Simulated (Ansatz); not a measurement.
**Calculated quadrupolar parameters for Cu₂O**

The cell is an entry of the Crystallography Open Database (COD), whose atoms a relaxation with PBE at fixed cell left in place.

Space group Pn-3m:1 (No. 224); a = 4.2600 Å.

| site | Wyckoff | site symmetry | x | y | z |
| --- | --- | --- | --- | --- | --- |
| Cu | 4b | .-3m | 0.2500 | 0.2500 | 0.2500 |
| O | 2a | -43m | 0.0000 | 0.0000 | 0.0000 |

One atom of each set is listed.

The numbers come from a DFT calculation in Ansatz (PBE, plane waves and PAW, scalar-relativistic, 420 eV cutoff, Γ-centred 7×7×7 k-points, Fermi–Dirac smearing 0.02 eV).

Conventions: |V_zz| ≥ |V_yy| ≥ |V_xx|, η = (V_xx − V_yy)/V_zz, C_Q = eQV_zz/h.

⁶³Cu: I = 3/2, Q = -220.0 mb; O-17: I = 5/2, Q = -25.58 mb. Quadrupole moments are those of Pyykkö's year-2017 table.

| site | atoms | first shell | V_zz (10²¹ V/m²) | η | C_Q (MHz) |
| --- | --- | --- | --- | --- | --- |
| Cu | 4 | 2 O at 1.84 Å, angle 180° | -5.30 | 0.00 | 28.2 |
| O | 2 | 4 Cu at 1.84 Å | 0.00 | – | 0 |

An axis of threefold or higher order runs through Cu, so V_zz lies along it and η is zero. O sits on a cubic site, where every gradient vanishes.

Semilocal functionals underestimate gradients at Cu(I) with two or three neighbours, in Cu₂O by a fifth to nearly a half.

The relaxation (1 step) took 1 s of wall time (2.6 s of CPU time) and 0.52 GiB at its peak, on 4 threads of AMD EPYC 9R45 (Zen 5) (x86_64; 16 cores open to the job, memory cap 8.0 GiB, no GPU), a shared host with a load of 0.4 a core.
